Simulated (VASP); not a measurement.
# PbSe (Fm-3m) in VASP: single point with HSE06

Aim: the single point of PbSe with HSE06.

Program: VASP 6.6.1. These are calculated values, not measurements. Logs are shortened: lines on timing, memory, paths and dates and some standing lists are left out, and cuts for length are marked.

**Measured values to compare with.**

A printed reference work, monograph reports, for a bulk crystal of PbSe at 300 K: band gap 0.28 eV (direct).

The results are compared with them further down.

## (1) The cell of the first run

Symmetry: Fm-3m, No. 225, cubic system. Conventional cell: a = 6.139 Å, b = 6.139 Å, c = 6.139 Å, α = 90.00°, β = 90.00°, γ = 90.00°. Within 4.0 Å of Pb (site symmetry m-3m) lie 6 Se at 3.07 Å. Within 4.0 Å of Se (site symmetry m-3m) lie 6 Pb at 3.07 Å.

## (2) Single point, HSE06

POSCAR

```
PbSe
1.0
    0.0000000000      3.0696893648      3.0696893648
    3.0696893648      0.0000000000      3.0696893648
    3.0696893648      3.0696893648      0.0000000000
Pb Se
1 1
Direct
    0.0000000000      0.0000000000      0.0000000000
    0.5000000000      0.5000000000      0.5000000000
```

INCAR.step1

```
ALGO     = Normal         # electronic algorithm
EDIFF    = 1E-5           # SCF threshold, eV
ENCUT    = 520            # plane-wave cutoff, eV
GGA      = PE             # functional
ISIF     = 2              # what is computed and relaxed
ISMEAR   = 0              # smearing method
LASPH    = True           # aspherical terms in the spheres
LREAL    = False          # projectors in reciprocal space
LWAVE    = True           # write WAVECAR
NBANDS   = 17             # bands
NELM     = 100            # most SCF steps
PREC     = Accurate       # precision mode
SIGMA    = 0.01           # smearing width, eV
```

INCAR.step2

```
ALGO     = Normal         # electronic algorithm
EDIFF    = 1E-6           # SCF threshold, eV
ENCUT    = 520            # plane-wave cutoff, eV
GGA      = PE             # functional
HFSCREEN = 0.2079         # screening, 1/A
ISIF     = 2              # what is computed and relaxed
ISMEAR   = 0              # smearing method
ISTART   = 1            
LASPH    = True           # aspherical terms in the spheres
LCHARG   = True           # write CHGCAR
LELF     = True           # ELF
LHFCALC  = True           # exact exchange
LREAL    = False          # projectors in reciprocal space
LVHAR    = True         
LWAVE    = False          # write WAVECAR
NBANDS   = 17             # bands
NELM     = 100            # most SCF steps
PREC     = Accurate       # precision mode
PRECFOCK = Normal       
SIGMA    = 0.01           # smearing width, eV
```

KPOINTS

```
k-points
0
Gamma
  6 6 6
```

Potentials or basis: VASP PAW PBE potentials, release 64 (Pb_d, Se).

The run is started by

```sh
cat potpaw_PBE.64/Pb_d/POTCAR potpaw_PBE.64/Se/POTCAR > POTCAR
cp INCAR.step1 INCAR
mpirun -np 1 vasp_std > vasp.out
cp INCAR.step2 INCAR
mpirun -np 1 vasp_std > vasp.out
```

OUTCAR:

```text
EDIFF = 1E-6
   ENCUT = 520
   GGA = PE
   HFSCREEN = 0.2079
   ISIF = 2
   ISMEAR = 0
   ISTART = 1
   LASPH = True
   LHFCALC = True
   LREAL = False
   NELM = 100
   PREC = Accurate
   PRECFOCK = Normal

 ion  position               nearest neighbor table
   1  0.000  0.000  0.000-   2 3.07   2 3.07   2 3.07   2 3.07   2 3.07   2 3.07
   2  0.500  0.500  0.500-   1 3.07   1 3.07   1 3.07   1 3.07   1 3.07   1 3.07

  LATTYP: Found a face centered cubic cell.
 ALAT       =     6.1393787296

  Lattice vectors:

 A1 = (   0.0000000000,   3.0696893648,   3.0696893648)
 A2 = (   3.0696893648,   0.0000000000,   3.0696893648)
 A3 = (   3.0696893648,   3.0696893648,   0.0000000000)

Analysis of symmetry for initial positions (statically):
=====================================================================
 Subroutine PRICEL returns:
 Original cell was already a primitive cell.

 Routine SETGRP: Setting up the symmetry group for a
 face centered cubic supercell.

 Subroutine GETGRP returns: Found 48 space group operations
 (whereof 48 operations were pure point group operations)
 out of a pool of 48 trial point group operations.

The static configuration has the point symmetry O_h .

Analysis of symmetry for dynamics (positions and initial velocities):
=====================================================================
 Subroutine PRICEL returns:
 Original cell was already a primitive cell.

 Routine SETGRP: Setting up the symmetry group for a
 face centered cubic supercell.

 Subroutine GETGRP returns: Found 48 space group operations
 (whereof 48 operations were pure point group operations)
 out of a pool of 48 trial point group operations.

The dynamic configuration has the point symmetry O_h .

 Subroutine INISYM returns: Found 48 space group operations
 (whereof 48 operations are pure point group operations),
 and found     1 'primitive' translations

----------------------------------------------------------------------------------------

                                     Primitive cell

  volume of cell :      57.8513

  direct lattice vectors                    reciprocal lattice vectors
     0.000000000  3.069689365  3.069689365    -0.162882931  0.162882931  0.162882931
     3.069689365  0.000000000  3.069689365     0.162882931 -0.162882931  0.162882931
     3.069689365  3.069689365  0.000000000     0.162882931  0.162882931 -0.162882931

  length of vectors
     4.341196332  4.341196332  4.341196332     0.282121512  0.282121512  0.282121512

  position of ions in fractional coordinates (direct lattice)
     0.000000000  0.000000000  0.000000000
     0.500000000  0.500000000  0.500000000

  ion indices of the primitive-cell ions
   primitive index   ion index
                 1           1
                 2           2

----------------------------------------------------------------------------------------

 KPOINTS: k-points

Automatic generation of k-mesh.
 Grid dimensions read from file:
 generate k-points for:    6    6    6

 Generating k-lattice:

  Cartesian coordinates                     Fractional coordinates (reciprocal lattice)
    -0.027147155  0.027147155  0.027147155     0.166666667  0.000000000  0.000000000
     0.027147155 -0.027147155  0.027147155     0.000000000  0.166666667  0.000000000
     0.027147155  0.027147155 -0.027147155     0.000000000  0.000000000  0.166666667

  Length of vectors
     0.047020252  0.047020252  0.047020252

  Shift w.r.t. Gamma in fractional coordinates (k-lattice)
     0.000000000  0.000000000  0.000000000

 Subroutine IBZKPT returns following result:
 ===========================================

 Found     16 irreducible k-points:

 Following reciprocal coordinates:
            Coordinates               Weight
  0.000000  0.000000  0.000000      1.000000
  0.166667  0.000000  0.000000      8.000000
  0.333333  0.000000  0.000000      8.000000
  0.500000  0.000000  0.000000      4.000000
  0.166667  0.166667  0.000000      6.000000
  0.333333  0.166667  0.000000     24.000000
[... 8 lines left out ...]
 -0.333333  0.333333  0.166667     24.000000
 -0.333333  0.500000  0.166667     12.000000
   k-points           NKPTS =     16   k-points in BZ     NKDIM =    216   number of bands    NBANDS=     17
   number of dos      NEDOS =    301   number of ions     NIONS =      2
   total plane-waves  NPLWV =  32768
   dimension x,y,z NGX =    32 NGY =   32 NGZ =   32
   dimension x,y,z NGXF=    64 NGYF=   64 NGZF=   64
   ions per type =               1   1
   NGX,Y,Z   is equivalent  to a cutoff of  12.25, 12.25, 12.25 a.u.
   NGXF,Y,Z  is equivalent  to a cutoff of  24.51, 24.51, 24.51 a.u.
 SYSTEM =  unknown system
   PREC   = accura    normal or accurate (medium, high low for compatibility)
   ISTART =      1    job   : 0-new  1-cont  2-samecut
   ICHARG =      0    charge: 1-file 2-atom 10-const
   ISPIN  =      1    spin polarized calculation?
   LNONCOLLINEAR =      F non collinear calculations
   LSORBIT =      F    spin-orbit coupling
   LASPH  =      T    aspherical Exc in radial PAW
   ENCUT  =  520.0 eV  38.22 Ry    6.18 a.u.   8.07  8.07  8.07*2*pi/ulx,y,z
   NELM   =    100;   NELMIN=  2; NELMDL=  0     # of ELM steps
   EDIFF  = 0.1E-05   stopping-criterion for ELM
   LREAL  =      F    real-space projection
   EDIFFG = 0.1E-04   stopping-criterion for IOM
   NSW    =      0    number of steps for IOM
   IBRION =     -1    ionic relax: 0-MD 1-quasi-New 2-CG
   NFREE  =      0    steps in history (QN), initial steepest desc. (CG)
   ISIF   =      2    stress and relaxation
   ISYM   =      3    0-nonsym 1-usesym 2-fastsym
   POTIM  = 0.5000    time-step for ionic-motion
   TEBEG  =    0.0;   TEEND  =   0.0 temperature during run
   PSTRESS=    0.0 pullay stress
   NELECT =      20.0000    total number of electrons
   NUPDOWN=      -1.0000    fix difference up-down
   EMIN   =  10.00;   EMAX   =-10.00  energy-range for DOS
   EFERMI =   0.00;   METHOD = LEGACY
   ISMEAR =     0;   SIGMA  =   0.01  broadening in eV -4-tet -1-fermi 0-gaus
   EFERMI_NEDOS =   21; number of points for ismear=-14 and -15
   IALGO  =     38    algorithm
   IMIX   =      1    mixing-type and parameters
     AMIX     =   0.40;   BMIX     =  1.00
     AMIX_MAG =   1.60;   BMIX_MAG =  1.00
  volume/ion in A,a.u.               =      28.93       195.20
  Fermi-wavevector in a.u.,A,eV,Ry     =   1.148983  2.171264 17.961904  1.320163
  Thomas-Fermi vector in A             =   2.285655
   LORBIT       =      0    0 simple, 1 ext, 2 COOP (PROOUT), +10 PAW based schemes
   GGA     = PE    functional components
   LHFCALC =     T    Hartree Fock is set to
   PRECFOCK=normal    Normal, Fast or Accurate (Low or Medium for compatibility)
   ENCUT4O =  -1.0   cutoff for four orbital integrals eV
   NKREDX  =     1    reduce k-point grid by
   NKREDY  =     1    reduce k-point grid by
   NKREDZ  =     1    reduce k-point grid by
   AEXX    =    0.2500 exact exchange contribution
   HFSCREEN=    0.2079 screening length (either q_TF or 0.3 A-1)
   HFSCREENC=   0.2079 screening length for correlation (either q_TF or 0.3 A-1)
   ENCUTFOCK=  -1.0 apply spherical cutoff to Coloumb kernel
   IVDW    =     0    specifies the selected vdW correction
   LEPSILON=     F    determine dielectric tensor
   LRPA    =     F    only Hartree local field effects (RPA)
 non-spin polarized calculation
 Gauss-broadening in eV      SIGMA  =   0.01
  energy-cutoff  :      520.00
  volume of cell :       57.85
 maximum number of plane-waves:      1588
  NGX = 28; NGY = 28; NGZ = 28

 number of electron      19.9999997 magnetization

 Free energy of the ion-electron system (eV)
  ---------------------------------------------------
  ext. energy  EPLUGINS =         0.00000000
  ---------------------------------------------------
  free energy    TOTEN  =        -9.73657202 eV

  energy without entropy =       -9.73657202  energy(sigma->0) =       -9.73657202

 E-fermi :   4.7512     XC(G=0):  -7.8973

 val. band max:        4.6717586822   @ k =   0.5000   0.0000   0.0000
 cond. band min:       5.4062007892   @ k =   0.5000   0.0000   0.0000
 fundamental gap:      0.7344421069
 Fermi energy:         4.7511558133

 k-point     1 :       0.0000    0.0000    0.0000
  band No.  band energies     occupation
      1     -13.9421      2.00000
      2     -13.9421      2.00000
      3     -13.9367      2.00000
      4     -13.9367      2.00000
      5     -13.9367      2.00000
      6     -10.2836      2.00000
[... 9 lines left out ...]
     16      11.8461      0.00000
     17      13.5449      0.00000

 k-point     2 :       0.1667    0.0000    0.0000
  band No.  band energies     occupation
      1     -13.9485      2.00000
      2     -13.9485      2.00000
      3     -13.9360      2.00000
      4     -13.9296      2.00000
      5     -13.9296      2.00000
      6     -10.0587      2.00000
[... 9 lines left out ...]
     16      12.4622      0.00000
     17      15.3496      0.00000

 k-point     3 :       0.3333    0.0000    0.0000
  band No.  band energies     occupation
      1     -13.9621      2.00000
      2     -13.9621      2.00000
      3     -13.9349      2.00000
      4     -13.9140      2.00000
      5     -13.9140      2.00000
      6      -9.5022      2.00000
[... 9 lines left out ...]
     16      14.0013      0.00000
     17      17.3990      0.00000

 k-point     4 :       0.5000    0.0000    0.0000
  band No.  band energies     occupation
      1     -13.9689      2.00000
      2     -13.9689      2.00000
      3     -13.9345      2.00000
      4     -13.9061      2.00000
      5     -13.9061      2.00000
      6      -9.1307      2.00000
[... 9 lines left out ...]
     16      15.7195      0.00000
     17      15.7195      0.00000
[... 183 lines left out ...]
      1     -14.0108      2.00000
      2     -13.9466      2.00000
      3     -13.9372      2.00000
      4     -13.9110      2.00000
      5     -13.9057      2.00000
      6      -9.0742      2.00000
[... 9 lines left out ...]
     16      15.7824      0.00000
     17      16.1245      0.00000

 k-point    15 :      -0.3333    0.3333    0.1667
  band No.  band energies     occupation
      1     -14.0196      2.00000
      2     -13.9510      2.00000
      3     -13.9254      2.00000
      4     -13.9215      2.00000
      5     -13.8995      2.00000
      6      -8.8116      2.00000
[... 9 lines left out ...]
     16      16.9750      0.00000
     17      17.0107      0.00000

 k-point    16 :      -0.3333    0.5000    0.1667
  band No.  band energies     occupation
      1     -14.0479      2.00000
      2     -13.9399      2.00000
      3     -13.9387      2.00000
      4     -13.9098      2.00000
      5     -13.8940      2.00000
      6      -8.7048      2.00000
[... 9 lines left out ...]
     16      17.2525      0.00000
     17      18.2950      0.00000

------------------------ aborting loop because EDIFF is reached ----------------------------------------

  FORCE on cell =-STRESS in cart. coord.  units (eV):
  Direction    XX          YY          ZZ          XY          YZ          ZX
  --------------------------------------------------------------------------------------
  -------------------------------------------------------------------------------------
  Total        0.2475768      0.2475768      0.2475768      0.0000000      0.0000000      0.0000000
  in kB        6.8565748      6.8565748      6.8565748      0.0000000      0.0000000      0.0000000
  external PRESSURE =       6.8565748 kB  Pullay stress =       0.0000000 kB

 VOLUME and BASIS-vectors are now :
 -----------------------------------------------------------------------------
  energy-cutoff  :      520.00
  volume of cell :       57.85
      direct lattice vectors                 reciprocal lattice vectors
     0.000000000  3.069689365  3.069689365    -0.162882931  0.162882931  0.162882931
     3.069689365  0.000000000  3.069689365     0.162882931 -0.162882931  0.162882931
     3.069689365  3.069689365  0.000000000     0.162882931  0.162882931 -0.162882931

 POSITION                                       TOTAL-FORCE (eV/Angst)
 -----------------------------------------------------------------------------------
      0.00000      0.00000      0.00000         0.000000     -0.000000      0.000000
      3.06969      3.06969      3.06969        -0.000000      0.000000     -0.000000
 -----------------------------------------------------------------------------------
    total drift:                               -0.000000     -0.000000     -0.000000

  FREE ENERGIE OF THE ION-ELECTRON SYSTEM (eV)
  ---------------------------------------------------
  free  energy   TOTEN  =        -9.7365720238 eV

  energy  without entropy=       -9.7365720238  energy(sigma->0) =       -9.73657202
```

Wall time 2.6 h (1 thread of Oxide Virtual Turin-like, shared host); peak memory 0.29 GiB.

What came out:

* Free energy: -9.7366 eV
* Pressure: 0.7 GPa
* Band gap on the k mesh: 0.73 eV

Caveat: the PAW data sets were made with another functional, which shifts forces and pressure a little; spin-orbit coupling is left out, which moves the levels of the heavy elements.

## (3) Comparison with measurements

Step 2. Against the measured gap of PbSe, 0.28 eV (direct; 300 K; a printed reference work, monograph), the calculated 0.73 eV is off by +0.45 eV. 2 values of this kind are on record (0.15 to 0.28 eV); this one was drawn at random. Spin-orbit coupling on Pb, Se is left out. The value is that of HSE06 on a finite k mesh, which can miss the band edges, without temperature or zero-point motion.
